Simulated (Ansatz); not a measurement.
CdSe (F-43m): elasticity against pressure

```
CELL_PARAMETERS angstrom
0.00000 3.04133 3.04133
3.04133 0.00000 3.04133
3.04133 3.04133 0.00000
ATOMIC_POSITIONS crystal
Cd 0.00000 0.00000 0.00000
Se 0.75000 0.75000 0.75000
```

This is the zero-pressure cell. At each pressure cell and atoms are relaxed in this structure, and the constants are slopes of the stress at strains of ±0.005 with relaxed ions (the coefficients that govern stability under load). Level: PBEsol, PAW on Ansatz 0.2.0's default frozen-core files (fitted under PBE), scalar-relativistic; k mesh 6×6×6, strains of ±0.005, fixed occupations, cutoff 420 eV. P is the pressure of the relaxed cell, less that of this one.

```
P (GPa)    V/V₀  C11 (GPa)  C12 (GPa)  C44 (GPa)
   0.00  1.0000       63.9       46.1       22.5
   1.00  0.9818       67.8       51.1       22.0
   2.01  0.9651       71.7       56.1       21.3
   4.00       ?          ?          ?          ?
   6.99  0.9004       89.5       79.7       16.7
  10.00  0.8704       99.6       93.5       13.1
  14.97  0.8303      115.6      115.6        6.6
```

**Question.** Does the bulk modulus from the constants agree with the pressure-volume curve?

**Answer.** A third-order Birch-Murnaghan fit to the volumes shown (F against f, f = [(V₀/V)^(2/3) − 1]/2) gives B₀ = 52.1 GPa and B′ = 4.7. Its −V dP/dV stands beside (C11 + 2C12)/3:

```
P (GPa)  from P(V)  from the constants
   0.00       52.1                52.0
   1.00       56.7                56.7
   2.01       61.3                61.3
   6.99       82.9                83.0
  10.00       95.6                95.5
  14.97      115.8               115.6
```

**Question.** What are the pressure derivatives at zero pressure?

**Answer.** Slopes at V₀ of quadratic fits in −ln(V/V₀) through the first four rows shown, divided by B₀: dC11/dP = 4.0, dC12/dP = 5.0, dC44/dP = -0.4. The mean slopes up to 2.0 GPa are 3.9, 5.0, -0.6; curvature and scatter of the constants part the two. The combination (dC11/dP + 2 dC12/dP)/3 = 4.7 stands against B′.

**Question.** Fill the row at 4.00 GPa.

**Answer.** Cubic fits in −ln(V/V₀) through all rows shown give C11 = 79.0, C12 = 65.7, C44 = 19.7 GPa. Computed: V/V₀ = 0.9362, C11 (GPa) = 79.0, C12 (GPa) = 65.7, C44 (GPa) = 19.7.

**Question.** Does a shear stiffness soften?

**Answer.** C44 goes from 22.5 to 6.6 GPa; (C11 − C12)/2 goes from 8.9 to 0.0 GPa. The lattice turns mechanically unstable between 10.0 and 15.0 GPa, where the matrix gains a negative eigenvalue.

Keep in mind: this zinc-blende form is metastable at ambient conditions; no other phase was computed; many crystals of this kind change structure within this range, and rows or crossings beyond such a change describe a metastable lattice; frozen-core PAW files fitted under PBE, their cores solved anew for the functional of the run; constants at zero field, no piezoelectric stiffening; phonons weren't checked at these pressures.
